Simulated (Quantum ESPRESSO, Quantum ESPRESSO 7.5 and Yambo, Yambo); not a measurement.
# SiC (Moissanite): G0W0 with Yambo, start to end

Aim: the G0W0 gap of SiC (Moissanite) on PBE, step by step.

Program: Quantum ESPRESSO 7.5 and Yambo 5.3.0. Level of theory: PBE and many-body steps on it, plane waves. Results are calculated unless marked as measured.

**The experiments to reproduce.**

- Gap 3.33 eV: band gap at cryogenic temperature; bulk crystal (literature value) (quoted in “Silicon carbide diodes for neutron detection”, 2020, arxiv:2009.14696).

### Step 1. Starting point

It takes space group P6_3mc (No. 186, hexagonal). The conventional cell has a = 3.076 Å, b = 3.076 Å, c = 5.048 Å, α = 90.00°, β = 90.00°, γ = 120.00°. Nearest to Si lie 4 C at 1.88 to 1.90 Å. C has 4 Si at 1.88 to 1.90 Å nearest. Farther neighbours are not listed.

Structure file:

```cif
data_structure
_symmetry_space_group_name_H-M 'P 1'
_symmetry_Int_Tables_number 1
_cell_length_a 3.0760
_cell_length_b 3.0760
_cell_length_c 5.0480
_cell_angle_alpha 90.000
_cell_angle_beta 90.000
_cell_angle_gamma 120.000
_cell_volume 41.36
loop_
_atom_site_label
_atom_site_type_symbol
_atom_site_fract_x
_atom_site_fract_y
_atom_site_fract_z
_atom_site_occupancy
Si1 Si 0.33333 0.66667 0.00456 1
Si2 Si 0.66667 0.33333 0.50456 1
C3 C 0.33333 0.66667 0.38044 1
C4 C 0.66667 0.33333 0.88044 1
```

Geometry: measured (diffraction); atoms relaxed with PBE. The runs that relaxed it are not among those shown.

### Step 2. Ground state

This step: Quantum ESPRESSO 7.5; DFT, PBE, plane waves, norm-conserving pseudopotentials.

The ground-state density comes first.

File pw.in:

```
&control
  calculation = 'scf'
  prefix = 'x'
  outdir = 'o'
  pseudo_dir = 'pseudo'
/
&system
  ibrav = 0
  nat = 4
  ntyp = 2
  ecutwfc = 74.0
  nbnd = 14
  force_symmorphic = .true.
/
&electrons
  conv_thr = 1e-10
  electron_maxstep = 80
  mixing_beta = 0.5
/
ATOMIC_SPECIES
  Si 28.085 Si.upf
  C 12.011 C.upf
CELL_PARAMETERS angstrom
  3.0760000000 0.0000000000 0.0000000000
  -1.5380000000 2.6638941420 0.0000000000
  0.0000000000 0.0000000000 5.0480000000
ATOMIC_POSITIONS crystal
  Si 0.3333333333 0.6666666667 0.0045619064
  Si 0.6666666667 0.3333333333 0.5045619064
  C 0.3333333333 0.6666666667 0.3804380937
  C 0.6666666667 0.3333333333 0.8804380937
K_POINTS automatic
  6 6 4 0 0 0
```

Started as:

```bash
OMP_NUM_THREADS=1 mpirun -n 4 pw.x -nk 4 -in pw.in > pw.out
```

Output:

```text
Program PWSCF v.7.5 starts

     This program is part of the open-source Quantum ESPRESSO suite
     for quantum simulation of materials; please cite
         "P. Giannozzi et al., J. Phys.:Condens. Matter 21 395502 (2009);
         "P. Giannozzi et al., J. Phys.:Condens. Matter 29 465901 (2017);
         "P. Giannozzi et al., J. Chem. Phys. 152 154105 (2020);
     in publications or presentations arising from this work. More details at
     Message from routine setup:
     using ibrav=0 with symmetry is DISCOURAGED, use correct ibrav instead

     G-vector sticks info

     bravais-lattice index     =            0
     lattice parameter (alat)  =       5.8128  a.u.
     unit-cell volume          =     279.1382 (a.u.)^3
     number of atoms/cell      =            4
     number of atomic types    =            2
     number of electrons       =        16.00
     number of Kohn-Sham states=           14
     kinetic-energy cutoff     =      74.0000  Ry
     charge density cutoff     =     296.0000  Ry
     scf convergence threshold =      1.0E-10
     mixing beta               =       0.5000
     number of iterations used =            8  plain     mixing
     Exchange-correlation= PBE
                           (   1   4   3   4   0   0   0)

     celldm(1)=   5.812798  celldm(2)=   0.000000  celldm(3)=   0.000000
     celldm(4)=   0.000000  celldm(5)=   0.000000  celldm(6)=   0.000000

     crystal axes: (cart. coord. in units of alat)
               a(1) = (   1.000000   0.000000   0.000000 )
               a(2) = (  -0.500000   0.866025   0.000000 )
               a(3) = (   0.000000   0.000000   1.641092 )

     reciprocal axes: (cart. coord. in units 2 pi/alat)
               b(1) = (  1.000000  0.577350 -0.000000 )
               b(2) = (  0.000000  1.154701  0.000000 )
               b(3) = (  0.000000 -0.000000  0.609350 )
     Pseudo is Norm-conserving + core correction, Zval =  4.0
     Generated using ONCVPSP code by D. R. Hamann
     Using radial grid of 1510 points,  6 beta functions with:
     Pseudo is Norm-conserving + core correction, Zval =  4.0
     Generated using ONCVPSP code by D. R. Hamann
     Using radial grid of 1248 points,  4 beta functions with:
     Si                4.00    28.08500     Si( 1.00)
     C                 4.00    12.01100     C ( 1.00)

      6 Sym. Ops. (no inversion) found

   Cartesian axes

     site n.     atom                  positions (alat units)
         1        Si     tau(   1) = (  -0.0000000   0.5773503   0.0074865  )
         2        Si     tau(   2) = (   0.5000000   0.2886751   0.8280327  )
         3        C      tau(   3) = (  -0.0000000   0.5773503   0.6243340  )
         4        C      tau(   4) = (   0.5000000   0.2886751   1.4448802  )

     number of k points=    24
                       cart. coord. in units 2pi/alat
        k(    1) = (   0.0000000   0.0000000   0.0000000), wk =   0.0138889
        k(    2) = (   0.0000000   0.0000000   0.1523376), wk =   0.0277778
        k(    3) = (   0.0000000   0.0000000  -0.3046751), wk =   0.0138889
        k(    4) = (   0.0000000   0.1924501   0.0000000), wk =   0.0833333
        k(    5) = (   0.0000000   0.1924501   0.1523376), wk =   0.0833333
        k(    6) = (   0.0000000   0.1924501  -0.3046751), wk =   0.0833333
        k(    7) = (   0.0000000   0.3849002   0.0000000), wk =   0.0833333
        k(    8) = (   0.0000000   0.3849002   0.1523376), wk =   0.0833333
        k(    9) = (   0.0000000   0.3849002  -0.3046751), wk =   0.0833333
        k(   10) = (   0.0000000  -0.5773503   0.0000000), wk =   0.0416667
     [... 12 further rows ...]
        k(   23) = (   0.0000000  -0.3849002   0.1523376), wk =   0.0833333
        k(   24) = (  -0.1666667  -0.4811252   0.1523376), wk =   0.1666667

     Dense  grid:    23969 G-vectors     FFT dimensions: (  32,  32,  54)

     Initial potential from superposition of free atoms

     starting charge      15.9987, renormalised to      16.0000
     Starting wfcs are   16 randomized atomic wfcs

     per-process dynamical memory:    22.7 Mb

     Self-consistent Calculation

     iteration #  1     ecut=    74.00 Ry     beta= 0.50

     total energy              =     -40.86360826 Ry
     estimated scf accuracy    <       0.87727125 Ry

     iteration #  2     ecut=    74.00 Ry     beta= 0.50

     total energy              =     -41.07401851 Ry
     estimated scf accuracy    <       0.04115043 Ry

     iteration #  3     ecut=    74.00 Ry     beta= 0.50

     total energy              =     -41.07707756 Ry
     estimated scf accuracy    <       0.00698828 Ry

     iteration #  4     ecut=    74.00 Ry     beta= 0.50

     total energy              =     -41.07749284 Ry
     estimated scf accuracy    <       0.00178059 Ry

     iteration #  5     ecut=    74.00 Ry     beta= 0.50

     total energy              =     -41.07794418 Ry
     estimated scf accuracy    <       0.00009862 Ry

     iteration #  6     ecut=    74.00 Ry     beta= 0.50

     total energy              =     -41.07796709 Ry
     estimated scf accuracy    <       0.00000089 Ry

     iteration #  7     ecut=    74.00 Ry     beta= 0.50

     total energy              =     -41.07796755 Ry
     estimated scf accuracy    <       0.00000014 Ry

     iteration #  8     ecut=    74.00 Ry     beta= 0.50

     total energy              =     -41.07796754 Ry
     estimated scf accuracy    <       0.00000004 Ry

     iteration #  9     ecut=    74.00 Ry     beta= 0.50

     total energy              =     -41.07796755 Ry
     estimated scf accuracy    <          1.4E-09 Ry

     iteration # 10     ecut=    74.00 Ry     beta= 0.50

     End of self-consistent calculation

          k = 0.0000 0.0000 0.0000 (  2997 PWs)   bands (ev):

    -5.9244  -2.3578   0.9458   8.3321   8.3321   9.5423   9.6509   9.6509
    14.4502  15.8529  16.3195  16.3195  17.3962  18.6057

          k = 0.0000 0.0000 0.1523 (  2966 PWs)   bands (ev):

    -5.6201  -3.3754   2.4566   8.0387   8.5003   8.5003   9.4290   9.4290
    14.7323  16.4414  16.4414  16.6705  16.9701  17.9799

          k = 0.0000 0.0000-0.3047 (  2978 PWs)   bands (ev):

    -4.7298  -4.7298   5.2082   5.2082   8.9378   8.9378   8.9378   8.9378
    15.5429  15.5429  17.0041  17.0041  17.0041  17.0041

          k = 0.0000 0.1925 0.0000 (  2982 PWs)   bands (ev):

     [... further k-points ...]

     highest occupied, lowest unoccupied level (ev):     9.6509   11.9339

!    total energy              =     -41.07796755 Ry
     estimated scf accuracy    <          7.5E-11 Ry

     The total energy is the sum of the following terms:
     one-electron contribution =      11.11641061 Ry
     hartree contribution      =       4.73779366 Ry
     xc contribution           =     -15.12370836 Ry
     ewald contribution        =     -41.80846347 Ry

     convergence has been achieved in  10 iterations

     XML data file, charge density, pseudopotentials, collected wavefunctions

=------------------------------------------------------------------------------=
   JOB DONE.
=------------------------------------------------------------------------------=
```

It took 4.4 s on 4 MPI ranks of Arm Neoverse V1, shared host; peak memory 0.23 GiB; 17 s of CPU time.

Numbers from this step:

```
total energy               : -558.8942 eV
gap                        : 2.283 eV
k of the valence top       : 0, 0, 0
k of the conduction bottom : 0.3333, 0.3333, 0
least direct gap           : 3.979 eV
```

The gap is indirect, with the least direct gap 1.70 eV higher.

### Step 3. Bands along the symmetry lines

Levels along a band path, at the cheap level, show where the edges lie and whether the meshes to come will hold them.

File pw.in:

```
&control
  calculation = 'bands'
  prefix = 'x'
  outdir = 'o'
  pseudo_dir = 'pseudo'
/
&system
  ibrav = 0
  nat = 4
  ntyp = 2
  ecutwfc = 74.0
  nbnd = 14
  force_symmorphic = .true.
/
&electrons
  conv_thr = 1e-9
  electron_maxstep = 80
  diago_full_acc = .true.
  diago_thr_init = 5e-6
/
ATOMIC_SPECIES
  Si 28.085 Si.upf
  C 12.011 C.upf
CELL_PARAMETERS angstrom
  3.0760000000 0.0000000000 0.0000000000
  -1.5380000000 2.6638941420 0.0000000000
  0.0000000000 0.0000000000 5.0480000000
ATOMIC_POSITIONS crystal
  Si 0.3333333333 0.6666666667 0.0045619064
  Si 0.6666666667 0.3333333333 0.5045619064
  C 0.3333333333 0.6666666667 0.3804380937
  C 0.6666666667 0.3333333333 0.8804380937
K_POINTS crystal
  75
  0.00000000 0.00000000 0.00000000 1
  0.06250000 0.00000000 0.00000000 1
  0.12500000 0.00000000 0.00000000 1
  0.18750000 0.00000000 0.00000000 1
  0.25000000 0.00000000 0.00000000 1
  0.31250000 0.00000000 0.00000000 1
  0.37500000 0.00000000 0.00000000 1
  0.43750000 0.00000000 0.00000000 1
  0.50000000 0.00000000 0.00000000 1
  0.47916667 0.04166667 0.00000000 1
  0.45833333 0.08333333 0.00000000 1
  0.43750000 0.12500000 0.00000000 1
  0.41666666 0.16666666 0.00000000 1
  0.39583333 0.20833333 0.00000000 1
  0.37500000 0.25000000 0.00000000 1
  0.35416666 0.29166666 0.00000000 1
  0.33333333 0.33333333 0.00000000 1
  0.29166666 0.29166666 0.00000000 1
  0.25000000 0.25000000 0.00000000 1
  0.20833333 0.20833333 0.00000000 1
  0.16666666 0.16666666 0.00000000 1
  0.12500000 0.12500000 0.00000000 1
  0.08333333 0.08333333 0.00000000 1
  0.04166667 0.04166667 0.00000000 1
  0.00000000 0.00000000 0.00000000 1
  0.00000000 0.00000000 0.06250000 1
  0.00000000 0.00000000 0.12500000 1
  0.00000000 0.00000000 0.18750000 1
  0.00000000 0.00000000 0.25000000 1
  0.00000000 0.00000000 0.31250000 1
  0.00000000 0.00000000 0.37500000 1
  0.00000000 0.00000000 0.43750000 1
  0.00000000 0.00000000 0.50000000 1
  0.06250000 0.00000000 0.50000000 1
  0.12500000 0.00000000 0.50000000 1
  0.18750000 0.00000000 0.50000000 1
  0.25000000 0.00000000 0.50000000 1
  0.31250000 0.00000000 0.50000000 1
  0.37500000 0.00000000 0.50000000 1
  0.43750000 0.00000000 0.50000000 1
  0.50000000 0.00000000 0.50000000 1
  0.47916667 0.04166667 0.50000000 1
  0.45833333 0.08333333 0.50000000 1
  0.43750000 0.12500000 0.50000000 1
  0.41666666 0.16666666 0.50000000 1
  0.39583333 0.20833333 0.50000000 1
  0.37500000 0.25000000 0.50000000 1
  0.35416666 0.29166666 0.50000000 1
  0.33333333 0.33333333 0.50000000 1
  0.29166666 0.29166666 0.50000000 1
  0.25000000 0.25000000 0.50000000 1
  0.20833333 0.20833333 0.50000000 1
  0.16666666 0.16666666 0.50000000 1
  0.12500000 0.12500000 0.50000000 1
  0.08333333 0.08333333 0.50000000 1
  0.04166667 0.04166667 0.50000000 1
  0.00000000 0.00000000 0.50000000 1
  0.50000000 0.00000000 0.50000000 1
  0.50000000 0.00000000 0.43750000 1
  0.50000000 0.00000000 0.37500000 1
  0.50000000 0.00000000 0.31250000 1
  0.50000000 0.00000000 0.25000000 1
  0.50000000 0.00000000 0.18750000 1
  0.50000000 0.00000000 0.12500000 1
  0.50000000 0.00000000 0.06250000 1
  0.50000000 -0.00000000 0.00000000 1
  0.33333333 0.33333333 0.50000000 1
  0.33333333 0.33333333 0.43750000 1
  0.33333333 0.33333333 0.37500000 1
  0.33333333 0.33333333 0.31250000 1
  0.33333333 0.33333333 0.25000000 1
  0.33333333 0.33333333 0.18750000 1
  0.33333333 0.33333333 0.12500000 1
  0.33333333 0.33333333 0.06250000 1
  0.33333333 0.33333333 0.00000000 1
```

Output:

```text
[banner, memory and clock lines left out]
Program PWSCF v.7.5 starts

     Atomic positions and unit cell read from directory:
     o/x.save/

     Message from routine setup:
     using ibrav=0 with symmetry is DISCOURAGED, use correct ibrav instead

     G-vector sticks info

     bravais-lattice index     =            0
     lattice parameter (alat)  =       5.8128  a.u.
     unit-cell volume          =     279.1382 (a.u.)^3
     number of atoms/cell      =            4
     number of atomic types    =            2
     number of electrons       =        16.00
     number of Kohn-Sham states=           14
     kinetic-energy cutoff     =      74.0000  Ry
     charge density cutoff     =     296.0000  Ry
     Exchange-correlation= PBE
                           (   1   4   3   4   0   0   0)

     celldm(1)=   5.812798  celldm(2)=   0.000000  celldm(3)=   0.000000
     celldm(4)=   0.000000  celldm(5)=   0.000000  celldm(6)=   0.000000

     crystal axes: (cart. coord. in units of alat)
               a(1) = (   1.000000   0.000000   0.000000 )
               a(2) = (  -0.500000   0.866025   0.000000 )
               a(3) = (   0.000000   0.000000   1.641092 )

     reciprocal axes: (cart. coord. in units 2 pi/alat)
               b(1) = (  1.000000  0.577350 -0.000000 )
               b(2) = (  0.000000  1.154701  0.000000 )
               b(3) = (  0.000000 -0.000000  0.609350 )
     Pseudo is Norm-conserving + core correction, Zval =  4.0
     Generated using ONCVPSP code by D. R. Hamann
     Using radial grid of 1510 points,  6 beta functions with:
     Pseudo is Norm-conserving + core correction, Zval =  4.0
     Generated using ONCVPSP code by D. R. Hamann
     Using radial grid of 1248 points,  4 beta functions with:
     Si                4.00    28.08500     Si( 1.00)
     C                 4.00    12.01100     C ( 1.00)

      6 Sym. Ops. (no inversion) found

   Cartesian axes

     site n.     atom                  positions (alat units)
         1        Si     tau(   1) = (  -0.0000000   0.5773503   0.0074865  )
         2        Si     tau(   2) = (   0.5000000   0.2886751   0.8280327  )
         3        C      tau(   3) = (  -0.0000000   0.5773503   0.6243340  )
         4        C      tau(   4) = (   0.5000000   0.2886751   1.4448802  )

     number of k points=    75
                       cart. coord. in units 2pi/alat
        k(    1) = (   0.0000000   0.0000000   0.0000000), wk =   0.0266667
        k(    2) = (   0.0625000   0.0360844   0.0000000), wk =   0.0266667
        k(    3) = (   0.1250000   0.0721688   0.0000000), wk =   0.0266667
[...]
[... 63 further rows ...]
        k(   74) = (   0.3333333   0.5773503   0.0380844), wk =   0.0266667
        k(   75) = (   0.3333333   0.5773503   0.0000000), wk =   0.0266667

     Dense  grid:    23969 G-vectors     FFT dimensions: (  32,  32,  54)

     The potential is recalculated from file :
     o/x.save/charge-density

     Starting wfcs are   16 randomized atomic wfcs

     Band Structure Calculation

     End of band structure calculation

          k = 0.0000 0.0000 0.0000 (  2997 PWs)   bands (ev):

    -5.9244  -2.3578   0.9457   8.3320   8.3320   9.5423   9.6509   9.6509
    14.4502  15.8529  16.3195  16.3195  17.3962  18.6057

          k = 0.0625 0.0361 0.0000 (  2985 PWs)   bands (ev):

    -5.8566  -2.2997   1.0085   7.9285   8.2088   9.3781   9.5050   9.6147
    14.7243  15.8577  16.2898  16.4636  17.5277  18.4248

          k = 0.1250 0.0722 0.0000 (  2974 PWs)   bands (ev):

    -5.6541  -2.1283   1.1940   6.9517   7.8989   8.6859   9.3508   9.4925
    14.8602  16.0493  16.5275  16.8333  17.3498  18.4483

[...]
k = 0.3333 0.5774 0.0381 (  2997 PWs)   bands (ev):

    -1.4184  -1.4184   2.9267   3.2943   3.2943   5.7215   5.7215   5.7663
    12.0205  17.8105  18.1812  18.1812  19.4608  19.4608

          k = 0.3333 0.5774 0.0000 (  3012 PWs)   bands (ev):

    -1.4279  -1.4279   2.9087   3.3855   3.3855   5.6063   5.6063   5.8180
    11.9339  17.8253  18.5082  18.5082  19.3004  19.3004

     XML data file, pseudopotentials, collected wavefunctions
```

It took 4.6 s on 4 MPI ranks; peak memory 0.21 GiB.

This step gave:

```yaml
gap: 2.283 eV
k_of_the_valence_top: 0, 0, 0
k_of_the_conduction_bottom: 0.3333, 0.3333, 0
least_direct_gap: 3.979 eV
```

The gap is 2.283 eV, as in the run before at this level.

The electronic bands at the labelled points (eV, zero at the top of the highest filled band; v1 is the highest filled band, c1 the lowest empty one):

| point | v4 | v3 | v2 | v1 | c1 | c2 | c3 | c4 |
| --- | --- | --- | --- | --- | --- | --- | --- | --- |
| Γ | -1.32 | -0.11 | 0.00 | 0.00 | 4.80 | 6.20 | 6.67 | 6.67 |
| halfway | -2.96 | -2.53 | -1.02 | -0.61 | 4.06 | 5.85 | 7.24 | 7.65 |
| M | -5.44 | -3.33 | -3.29 | -1.20 | 2.78 | 4.23 | 6.89 | 7.14 |
| halfway | -5.39 | -4.67 | -3.36 | -2.54 | 3.21 | 5.16 | 7.68 | 8.48 |
| K | -6.27 | -4.04 | -4.04 | -3.83 | 2.28 | 8.17 | 8.86 | 8.86 |
| halfway | -4.15 | -2.82 | -1.45 | -1.25 | 5.07 | 5.82 | 6.99 | 7.21 |
| Γ | -1.32 | -0.11 | 0.00 | 0.00 | 4.80 | 6.20 | 6.67 | 6.67 |
| halfway | -1.15 | -1.15 | -0.22 | -0.22 | 5.08 | 6.79 | 6.79 | 7.02 |
| A | -0.71 | -0.71 | -0.71 | -0.71 | 5.89 | 5.89 | 7.35 | 7.35 |
| halfway | -2.95 | -2.95 | -1.72 | -1.72 | 4.50 | 4.50 | 7.36 | 7.36 |
| L | -2.45 | -2.45 | -2.33 | -2.33 | 3.29 | 3.29 | 5.26 | 5.26 |
| halfway | -4.25 | -4.25 | -1.92 | -1.92 | 4.28 | 4.28 | 6.36 | 6.36 |
| H | -5.64 | -5.64 | -1.74 | -1.74 | 5.07 | 5.07 | 6.03 | 6.03 |
| halfway | -3.01 | -3.01 | -2.49 | -2.49 | 5.17 | 5.17 | 7.54 | 7.54 |
| A | -0.71 | -0.71 | -0.71 | -0.71 | 5.89 | 5.89 | 7.35 | 7.35 |
| jump to L | -2.45 | -2.45 | -2.33 | -2.33 | 3.29 | 3.29 | 5.26 | 5.26 |
| halfway | -4.15 | -3.09 | -2.33 | -1.63 | 3.11 | 3.27 | 6.63 | 7.04 |
| M | -5.44 | -3.33 | -3.29 | -1.20 | 2.78 | 4.23 | 6.89 | 7.14 |
| jump to H | -5.64 | -5.64 | -1.74 | -1.74 | 5.07 | 5.07 | 6.03 | 6.03 |
| halfway | -6.46 | -4.51 | -2.82 | -2.82 | 3.51 | 6.58 | 6.58 | 7.84 |
| K | -6.27 | -4.04 | -4.04 | -3.83 | 2.28 | 8.17 | 8.86 | 8.86 |

[end of part 1 of 3]

[Paths, hosts, dates, memory and timing lines, banners, echoed tables and standing remarks are left out of the program output.]

[Logs are printed without paths, hosts, clocks, repeated set-up lines and the standing remarks that a program may print on its own settings, such as how far it seeks lower states.]

[Runs of the session that timed out or met a known fault of the program may be left out.]

[Hosts, paths, dates, database ids (printed as entryN), source tags and the programs' standing remarks are cut or masked in the printed files.]
